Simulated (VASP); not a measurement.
# Settings for PbO: energy to pull the layers apart

PbO, P4/nmm (no. 129), 4 atoms in the cell. TPSS with D2; PAW potentials Pb_d, O (PBE set). VASP 6.6.1.

Wanted: separation energy at the given spacing within 0.2 meV/Å²; stress along the normal within 0.05 GPa.

The series start from Width added to each gap for the separated layers (Å): 8; ENCUT (eV): 520; k spacing (1/Å): 0.4; PREC: Accurate; LASPH: yes; EDIFF (eV): 1e-7; VDW_RADIUS (Å): 50; LVDW_EWALD: no; ALGO: Normal. Each series keeps the choices made before it, and each single choice may use up half of a tolerance. Times cover all steps of a run.

## Width added to each gap for the separated layers (Å)

| Width added to each gap for the separated layers (Å) | Separation energy at the given spacing (meV/Å²) | Stress along the normal (GPa) | Time (s) |
|---|---|---|---|
| 3 | 45.68 | 0.848 | 99 |
| 5 | 50.88 | 0.848 | 133 |
| 8 | 52.77 | 0.848 | 363 |
| 12 (reference) | 53.30 | 0.848 | 135 |
| 16 | no result | no result | 541 |

Chosen: 12; the next looser run is off by more than half of the tolerance, so convergence isn't shown beyond this value.

## ENCUT (eV)

| ENCUT (eV) | Separation energy at the given spacing (meV/Å²) | Stress along the normal (GPa) | Time (s) |
|---|---|---|---|
| 300 | 54.06 | -19.051 | 136 |
| 350 | no result | no result | 230 |
| 400 | no result | no result | 310 |
| 450 | 53.27 | 0.052 | 98 |
| 520 | 53.30 | 0.848 | 135 |
| 600 | 53.32 | 0.933 | 139 |
| 700 (reference) | 53.32 | 0.843 | 526 |
| 800 | no result | no result | 920 |
| 900 | no result | no result | 936 |
| 1000 | no result | no result | 1225 |
| 1200 | no result | no result | 1652 |

Chosen: 700; the next looser run is off by more than half of the tolerance, so convergence isn't shown beyond this value.

The chosen settings are those of the reference run.

## The input

INCAR:
```
SYSTEM = PbO
  PREC = Accurate
  ENCUT = 700
  EDIFF = 1E-7
  ISMEAR = 0
  SIGMA = 0.02
  LREAL = .FALSE.
  LASPH = .TRUE.
  GGA_COMPAT = .FALSE.
  ALGO = Normal
  NELM = 150
  ISIF = 2
  LWAVE = .FALSE.
  LCHARG = .FALSE.
  METAGGA = TPSS
  IVDW = 1
  LMIXTAU = .TRUE.
  KPAR = 4
  VDW_RADIUS = 50.0
```

KPOINTS.step1:
```
Automatic mesh
0
Gamma
  4 4 4
  0 0 0
```

KPOINTS.step2:
```
Automatic mesh
0
Gamma
  4 4 1
  0 0 0
```

POSCAR.step1:
```
PbO
1.0
    3.9900000000      0.0000000000      0.0000000000
    0.0000000000      3.9900000000      0.0000000000
    0.0000000000      0.0000000000      5.0100000000
Pb O
2 2
Direct
    0.5000000000      0.0000000000      0.7600000000
    0.0000000000      0.5000000000      0.2400000000
    0.5000000000      0.5000000000      0.0000000000
    0.0000000000      0.0000000000      0.0000000000
```

POSCAR.step2:
```
PbO
1.0
    3.9900000000      0.0000000000      0.0000000000
    0.0000000000      3.9900000000      0.0000000000
    0.0000000000      0.0000000000     17.0100000000
Pb O
2 2
Direct
    0.5000000000      0.0000000000      0.9293121690
    0.0000000000      0.5000000000      0.0706878310
    0.5000000000      0.5000000000      0.0000000000
    0.0000000000      0.0000000000      0.0000000000
```

Commands (each step's output is kept before the next begins):
```
cat potpaw_PBE.64/Pb_d/POTCAR potpaw_PBE.64/O/POTCAR > POTCAR
cp KPOINTS.step1 KPOINTS
cp POSCAR.step1 POSCAR
mpirun -np 4 vasp_std > vasp.out
rm WAVECAR CHG
cp KPOINTS.step2 KPOINTS
cp POSCAR.step2 POSCAR
mpirun -np 4 vasp_std > vasp.out
```

The chosen input took VASP 6.6.1 526 s on 4 cores (Intel Xeon 6975P-C (Granite Rapids)), a shared host.

## An input that fails: ENCUT 150

It runs to its end, but against the unchanged starting input it is off by 7.84 meV/Å² in the separation energy at the given spacing, 387.324 GPa in the stress along the normal.

Changes against the starting input:
```
(all steps)
- ENCUT = 520
+ ENCUT = 150
```
